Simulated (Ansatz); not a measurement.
## A sublattice moved along a line in TaSi₂

Computed with DFT PBEsol, scalar-relativistic, plane waves, PAW (Ansatz 0.2.0). Cutoff 420 eV, Γ-centred 12×12×6 k-points, Gaussian smearing of 0.15 eV. Spin–orbit coupling is left out, which can shift energies with elements as heavy as these. No spin polarisation. Energies are free energies at this smearing, counted from the undisturbed cell; pressure is positive in compression.

Zero of the scan (relaxed at this level; it needn't be the usual structure):

```
CELL_PARAMETERS angstrom
4.76086 0.00000 0.00000
-2.38043 4.12303 0.00000
0.00000 0.00000 6.55578
ATOMIC_POSITIONS crystal
Ta 0.50000 0.00000 0.50000
Ta 0.50000 0.50000 0.83333
Ta 0.00000 0.50000 0.16667
Si 0.15927 0.31854 0.50000
Si 0.84073 0.15927 0.83333
Si 0.68146 0.84073 0.16667
Si 0.84073 0.68146 0.50000
Si 0.15927 0.84073 0.83333
Si 0.31854 0.15927 0.16667
```

Every Ta atom is moved by x along the Cartesian unit vector (0.000, 1.000, 0.000); the cell and all other atoms stay fixed. The cell is metallic on the mesh throughout.

```
  x (Å)  ΔE (meV/cell) force along x on the moved atoms (eV/Å) pressure (GPa)
-0.1000          179.8                                     3.61             0.7
-0.0500              ?                                     1.80               ?
 0.0000            0.0                                     0.00             0.0
 0.0750          101.0                                    -2.70             0.4
```

(1) Give the withheld values.

Answers

(1) ΔE (meV/cell) at x (Å) = -0.0500: 44.8; pressure (GPa) at x (Å) = -0.0500: 0.2.